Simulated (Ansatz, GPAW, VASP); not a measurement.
## WC: 4 runs at one level of theory

```
W C
1.0
     2.90650    0.00000    0.00000
    -1.45325    2.51710    0.00000
     0.00000    0.00000    2.83660
W C
1 1
Direct
  0.00000 0.00000 0.00000
  0.66667 0.33333 0.50000
```

Alike in all runs: task single point; functional PBE; k mesh 10 × 10 × 9; occupations gaussian, width 0.015 eV; no spin polarisation; no spin-orbit coupling. Pressure is positive in compression and, in plane waves, holds the error of the finite cutoff, which Ansatz's Pulay term estimates and takes out.

| program and potentials | plane-wave cutoff (eV) | notes | pressure (GPa) |
| --- | --- | --- | --- |
| Ansatz, Ansatz PAW | 420 | Pulay term of +0.31 GPa included | 5.60 |
| GPAW, GPAW PAW data sets (gpaw-data 1.2.1) | 800 | - | 5.36 |
| Ansatz, all-electron LAPW, scalar-relativistic | - | - | 5.69 |
| VASP, PBE PAW files C, W_sv, 520 eV | 520 | - | 6.67 |

The pressure spans 5.36 (GPAW, GPAW PAW data sets (gpaw-data 1.2.1)) to 6.67 GPa (VASP, PBE PAW files C, W_sv, 520 eV), with all-electron results at 5.69.

Differences between rows come from potentials, basis sets and numerical settings, since the functional is the same but for its coding. Runs on potential files found faulty are left out.

All four runs put WC under compression at this cell, so PBE would relax it to a slightly larger volume. The cell lies close to the measured one, and the sign fits the functional's usual tendency to make bonds in heavy transition-metal compounds a little too long. The strain involved is small: strong covalent W 5d–C 2p bonding makes WC exceptionally stiff, so even a slight volume mismatch produces a pressure of several GPa.

Both the Ansatz PAW and GPAW results lie close to the all-electron value, while VASP stands apart at 6.67 GPa. An incomplete plane-wave basis normally makes the computed pressure too low, so correcting for it would probably widen that gap rather than close it. This suggests that the excess comes from the potentials, though the table cannot separate the tungsten contribution from the carbon one. Nor does a single mean pressure show how the relaxation would divide between the a and c axes, and hence whether the axial ratio would change.
